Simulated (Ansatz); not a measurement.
Ansatz input file:

```yaml
crystal:
  lattice:
    - [2.5051851812, 0.0, 0.0]
    - [1.2500915893, 2.1709960411, 0.0]
    - [0.0, 0.0, 26.0]
  atoms:
    - { symbol: B, position: [0.4998931264, 0.4998931264, 0.5] }
    - { symbol: "N", position: [0.8334068836, 0.8334068836, 0.5] }
  periodic: [true, true, false]
basis:
  ecutwfc: 420
kpoints:
  mp_grid: { grid: [10, 10, 1] }
hamiltonian:
  xc: pbe
  dispersion: d3bj
scf:
  occupations: { method: gaussian, width: 0.02 }
output:
  forces: true
  stress: true
  eigenvalues: true
  write_density: true
  write_potential: true
  elf: true
  volumetric_format: npy
relax:
  adjacent_minimum: "off"
  f_tol: 0.005
  max_steps: 80
  cell: { stress_2d_tol: 0.02 }
```

Command:
```bash
ansatz run input.yaml --threads 1 --pin off --max-ram 3072MiB --backend cpu --events-out ev --progress --plain --runs-dir out
```

Theory: DFT PBE+D3(BJ), scalar-relativistic, plane waves, PAW in Ansatz 0.2.0.

From the run's log, abridged (final results; tables in files aren't shown):

```
SCF 4 converged in 5 iterations: F = -542.581281 eV  dr2 = 2.64e-13
WARN: The output density's exchange-correlation potential varies sharply where the density is thin. Do not read a vacuum level from v_tot or v_xc, or from such a field of the output density. On a cell that repeats whose density bears no net charge and no dipole along the vacuum's axis use v_es (v_loc + v_h of the components); under efield.dipole_correction with no amplitude use v_es + v_field, which holds any external_charges[].barrier, or the levels of the report's work_function block, which leave it out; under a non-zero efield.amplitude the vacuum is tilted and has no level; on a cell that repeats and bears such a dipole with no correction it is tilted too, and efield.dipole_correction wi ...
SCF converged after 5 iterations
Free energy (F): -542.581281 eV
Harris-Foulkes:  -542.581281 eV  (|F-HF|=1.03e-9)
Internal energy: -542.581281 eV  (E = F + TS)
E sigma→0 (E₀):  -542.581281 eV
Fermi energy:    -3.563517 eV
--- Per-component energies (eV) ---
  E_band       = -103.501657
  E_kinetic    = 182.954936
  E_local      = -6578.758506  (includes V_loc(G=0)·N_el)
  E_nonlocal   = 57.748056
  E_hartree    = 3185.758677
  E_xc         = -92.043704
  E_vxc        = -114.163978  (∫ρ·V_xc dr)
  E_paw        = -206.779991  (= ΣΔE_a)
  E_vpaw       = -22.799629  (= ΣTr[D̂ρ^β])
  E_aug_tail   = 0.000100  (compensation charges beyond the density's cutoff)
  E_ewald      = 2908.693269
  E_disp       = -0.154118  (pairwise vdW)
  E_smearing   =  0.000000  (= −TS)
--- Forces (eV/Å), atoms counted from 1 ---
  atom   1  B      0.00018183     0.00010512     0.00000000
  atom   2  N     -0.00018186    -0.00010514     0.00000000
--- 2D stress c σ (N/m, compression-positive) ---
        0.006963       0.000612       0.000000
        0.000612       0.006259       0.000000
        0.000000       0.000000       0.000000
  P = ½ c Tr σ = 0.0066 N/m
--- Band table (eV; the first three rows and the last of 31) ---
  k-point 0: bands = ["-23.4502", "-11.0355", "-7.1620", "-7.1618", "-1.1261 (-1.1261°)", "-0.2409 (-0.2480°)", "0.3454", "0.5535"]
  k-point 1: bands = ["-23.2591", "-10.7783", "-7.9492", "-7.5228", "-0.7976 (-0.7976°)", "0.0642 (0.0578°)", "0.6652", "0.8645"]
  k-point 2: bands = ["-22.7019", "-10.0249", "-9.8185", "-8.3368", "0.1423 (0.1422°)", "0.9522 (0.9483°)", "1.6179", "1.7811"]
  k-point 30: bands = ["-20.3834", "-14.6837", "-9.9472", "-6.7166", "-1.0200", "3.8886", "6.6422", "7.0861"]
  ° read free of the cell's end (the report's vacuum.weakly_bound_levels)
--- Relaxed structure (3 steps of the walk, 3 accepted, 1 SCFs on fresh bases) ---
  F+E_penalty+E_count = -542.58128065 eV   max|allowed force component| = 1.818e-4 eV/Å   (the final SCF, on the basis selected at the relaxed cell)
  cell:  # Å, volume = 141.7170 Å³
    - [2.50875421, 0.00143698, 0.0]
    - [1.25311783, 2.17337190, 0.0]
    - [0.0, 0.0, 26.0]
  atoms:
    - { symbol: B, position: [0.49998249, 0.49998249, 0.5] }
    - { symbol: N, position: [0.83331751, 0.83331751, 0.5] }
```

The relaxation met its thresholds.